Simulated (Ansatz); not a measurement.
## Ga under compression and expansion

```
Ga
1.0
    -1.40400    1.40400    2.22900
     1.40400   -1.40400    2.22900
     1.40400    1.40400   -2.22900
Ga
1
Direct
  0.00000 0.00000 0.00000
```

The cell is COD entry 9012723, as deposited and not checked against the literature; nothing was relaxed.

Levels of theory: DFT, PBE, all-electron LAPW, scalar-relativistic (Ansatz 0.2.0); DFT, PBE, PAW with Ansatz's default frozen-core files, scalar-relativistic (Ansatz 0.2.0).

For LAPW: a Γ-centred 16×16×16 k mesh, Fermi–Dirac smearing of 0.03 eV, basis error target 1 meV/atom, no spin polarisation. PAW takes a cutoff of 420 eV at this cell. The Ansatz runs share mesh, smearing and spin set-up. Plane-wave (PAW) pressures include the program's estimate of the Pulay term.

The cell above is scaled evenly, with fractional coordinates and shape held.

```
V/V(cell)  V (Å³/atom)  P, LAPW (GPa)  P, PAW (GPa)  free energy over the lowest listed, PAW (meV/atom)
   0.9405       16.530           9.35          9.31                                                61.0
   0.9700       17.048              ?             ?                                                   ?
   1.0000       17.575           4.50          4.47                                                16.8
   1.0300       18.103           2.52          2.50                                                 5.4
   1.0600       18.630           0.84          0.81                                                 0.0
```

Task: Fill in the row V/V(cell) = 0.9700.

Result: P, LAPW (GPa) = 6.77, P, PAW (GPa) = 6.74, free energy over the lowest listed, PAW (meV/atom) = 35.1.
